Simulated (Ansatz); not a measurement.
## Pd under changes of volume

One of the cells (15.531 Å³/atom); the others are scaled copies at fixed shape and fractional positions:

```
Pd
1.0
     2.78367    0.00000    0.00000
    -1.39183    2.41072    0.00000
     0.00000    0.00000    4.62889
Pd
2
Direct
  0.33333 0.66667 0.25000
  0.66667 0.33333 0.75000
```

This isn't the form of Pd at room conditions, which is fcc.

```yaml
Program: Ansatz 0.2.0
Functional: r2SCAN
Potentials_or_basis: Ansatz PAW
Cutoff: "500 eV (not typed: the program's choice for these potentials)"
k_mesh: 11 × 11 × 6
Occupations: fermi-dirac, width 0.05 eV
Spin: no spin polarisation
```

| volume (Å³/atom) | energy over the lowest point (meV/atom) | pressure (GPa) |
| --- | --- | --- |
| 14.600 | ? | ? |
| 14.910 | 0.00 | 1.2 |
| 15.221 | 1.58 | -2.5 |
| 15.531 | 9.68 | -5.6 |
| 15.842 | 23.47 | -8.4 |
| 16.153 | 42.18 | -10.8 |
| 16.463 | 65.23 | -12.8 |

Task: What does the run at 14.600 Å³/atom give?

Result: Energy over the lowest point 5.93 meV/atom; pressure 5.3 GPa.

Worked out: A Birch-Murnaghan fit of order 3 (a polynomial in V^(-2/3)) to the other rows has its minimum at 14.99 Å³/atom with B0 = V·E''(V) = 178 GPa and B' = 5.4 at fixed shape and positions, which overstates the stiffness. It gives 5.79 meV/atom at 14.600 Å³/atom, against the run's 5.93, and -dE/dV = 5.1 GPa, against 5.3.

Energies are extrapolated to zero smearing.

Caveats: the PAW data sets come from PBE, with cores solved anew for the run's functional, which leaves a small shift of forces and pressure.
